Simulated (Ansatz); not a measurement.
**ZrO2**

Level of theory: DFT, r²SCAN, scalar-relativistic, no spin polarisation; plane waves to 500 eV with PAW datasets (Ansatz 0.2.0), 6×6×4 k-mesh, Gaussian smearing of 0.05 eV; PAW files: Ansatz's generated set soft_2.

```
Zr O
1.0
     3.60113    0.00000    0.00000
     0.00000    3.60113    0.00000
     0.00000    0.00000    5.22745
Zr O
2 4
Direct
  0.00000 0.00000 0.00000
  0.50000 0.50000 0.50000
  0.00000 0.50000 0.19684
  0.00000 0.50000 0.69684
  0.50000 0.00000 0.30316
  0.50000 0.00000 0.80316
```

The chain of runs began from a cell as deposited in COD, expanded in volume.

The cell is relaxed to zero pressure at this level.

Elastic constants come from the stress of slightly strained cells with relaxed atoms, in GPa, Voigt order xx, yy, zz, yz, xz, xy in the Cartesian frame of the vectors above.

```
375 228  63   0   0   0
228 375  63   0   0   0
 63  63 298   0   0   0
  0   0   0  28   0   0
  0   0   0   0  28   0
  0   0   0   0   0 171
```

Question: Is the crystal mechanically stable, and what are its polycrystalline moduli?

Answer: Stable against homogeneous strain: the smallest eigenvalue of the tensor is 28 GPa. Hill averages: K = 188 GPa, G = 71 GPa, E = 189 GPa, ν = 0.33.

The equation of state, an independent route, gives B0 = 181 GPa; its match is the Reuss value, 182 GPa, which holds for uniform pressure.

It ran for 2 min on 4 threads of Arm Neoverse V1, with other jobs on the host, peak memory 0.61 GiB.

